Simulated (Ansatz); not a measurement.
# What strain does to In2O3 (corundum)

In2O3 in the corundum structure, relaxed with r2SCAN in the plane-wave code Ansatz. The symmetry is R-3c (No. 167, trigonal); a = 5.508 Å, c = 14.563 Å in the conventional setting, 12.75 Å³ an atom. In has 6 O at 2.13–2.26 Å; O has 4 In at 2.13–2.26 Å.

The axes x, y and z are those of this cell:
```xyz
10
Lattice="2.7538 1.5899 4.8543 -2.7538 1.5899 4.8543 0.0000 -3.1798 4.8543" Properties=species:S:1:pos:R:3 pbc="T T T"
In    0.0000    0.0000   12.4811
In    0.0000    0.0000    5.1996
In    0.0000    0.0000    2.0819
In    0.0000    0.0000    9.3634
O     1.1202   -1.5899    6.0679
O    -1.9370   -0.1751    6.0679
O    -1.1202    1.5899    8.4951
O    -0.8168   -1.7651    8.4951
O     1.9370    0.1751    8.4951
O     0.8168    1.7651    6.0679
```

Unstrained: PBE gives an indirect gap of 1.221 eV, from k = (0, 0.193, -0.198) to Γ; the least direct gap is 1.271 eV at Γ. The r2SCAN gap is indirect, 1.798 eV (k = (0, 0.193, -0.198) to Γ), below the direct gap of 1.836 eV at Γ. HSE06 gives an indirect gap of 2.729 eV, from k = (0, 0.193, -0.198) to Γ; the least direct gap is 2.740 eV at Γ. Least and direct gap differ so little that the kind isn't settled. Meshes: PBE 6×6×6, r2SCAN 6×6×6, HSE06 4×4×4. Strains are changes of length per length. After each strain the atoms were relaxed again with r2SCAN within the symmetry that the strain leaves, so tilts or polar shifts that break it weren't tested; points keep the names that they have in the unstrained zone. No spin polarisation and no zero-point or thermal motion.

Changes of the least gap in eV (an overlap counts as a negative gap):
```json
{"strain": "uniaxial -3.0 % along z", "volume change (%)": "-3.0", "space group": "R-3c", "PBE": "+0.128", "r2SCAN": "+0.132", "HSE06": "+0.156", "energy rise, r2SCAN (meV/atom)": "8.3"}
{"strain": "uniaxial -2.0 % along z", "volume change (%)": "-2.0", "space group": "R-3c", "PBE": "+0.089", "r2SCAN": "+0.093", "HSE06": "+0.112", "energy rise, r2SCAN (meV/atom)": "3.7"}
{"strain": "uniaxial -1.0 % along z", "volume change (%)": "-1.0", "space group": "R-3c", "PBE": "+0.046", "r2SCAN": "+0.049", "HSE06": "+0.064", "energy rise, r2SCAN (meV/atom)": "0.9"}
{"strain": "uniaxial +1.0 % along z", "volume change (%)": "+1.0", "space group": "R-3c", "PBE": "-0.056", "r2SCAN": "-0.057", "HSE06": "-0.064", "energy rise, r2SCAN (meV/atom)": "0.9"}
{"strain": "uniaxial +2.0 % along z", "volume change (%)": "+2.0", "space group": "R-3c", "PBE": "-0.115", "r2SCAN": "-0.119", "HSE06": "-0.132", "energy rise, r2SCAN (meV/atom)": "3.6"}
{"strain": "uniaxial +3.0 % along z", "volume change (%)": "+3.0", "space group": "R-3c", "PBE": "-0.179", "r2SCAN": "-0.185", "HSE06": "-0.209", "energy rise, r2SCAN (meV/atom)": "8.0"}
```

Uniaxial -3.0 % along z, other directions held. HSE06: the gap goes from 2.729 to 2.885 eV (+0.156 eV); the edges go from (0, 0.193, -0.198) → Γ to Γ–L (0.60) → Γ. Stress change with r2SCAN, compression positive: xx +3.90, yy +3.90, zz +7.00 GPa.

Uniaxial -2.0 % along z, other directions held. HSE06: the gap goes from 2.729 to 2.841 eV (+0.112 eV); the edges go from (0, 0.193, -0.198) → Γ to (0.010, 0.010, 0.312) → Γ. Stress change with r2SCAN, compression positive: xx +2.53, yy +2.53, zz +4.62 GPa.

Uniaxial -1.0 % along z, other directions held. HSE06: the gap goes from 2.729 to 2.793 eV (+0.064 eV); the edges go from (0, 0.193, -0.198) → Γ to (0.010, 0.021, 0.312) → Γ. Stress change with r2SCAN, compression positive: xx +1.23, yy +1.23, zz +2.29 GPa.

Uniaxial +1.0 % along z, other directions held. HSE06: the gap goes from 2.729 to 2.665 eV (-0.064 eV); the edges go from (0, 0.193, -0.198) → Γ to Γ–S₀ (0.52) → Γ. Stress change with r2SCAN, compression positive: xx -1.16, yy -1.16, zz -2.25 GPa.

Uniaxial +2.0 % along z, other directions held. HSE06: the gap goes from 2.729 to 2.597 eV (-0.132 eV); it turns from indirect ((0, 0.193, -0.198) → Γ) to direct (Γ); least and direct gap lie within 0.04 eV, so its kind isn't settled. Stress change with r2SCAN, compression positive: xx -2.24, yy -2.24, zz -4.45 GPa.

Uniaxial +3.0 % along z, other directions held. HSE06: the gap goes from 2.729 to 2.520 eV (-0.209 eV); it turns from indirect ((0, 0.193, -0.198) → Γ) to direct (Γ); least and direct gap lie within 0.04 eV, so its kind isn't settled. Stress change with r2SCAN, compression positive: xx -3.27, yy -3.27, zz -6.60 GPa.

Spin-orbit coupling is left out, which matters wherever the heavy atoms make up the band edges.

Where an edge lies off the special points, it is a point of the mesh or the k point where a search put PBE's edge or least direct gap, reused for the other functionals, whose own edges may lie a little apart.

Coordinates of k points refer to the reciprocal vectors of the primitive cell of the runs.

The meshes of the hybrids are coarse, so their gaps aren't converged to the digits shown.
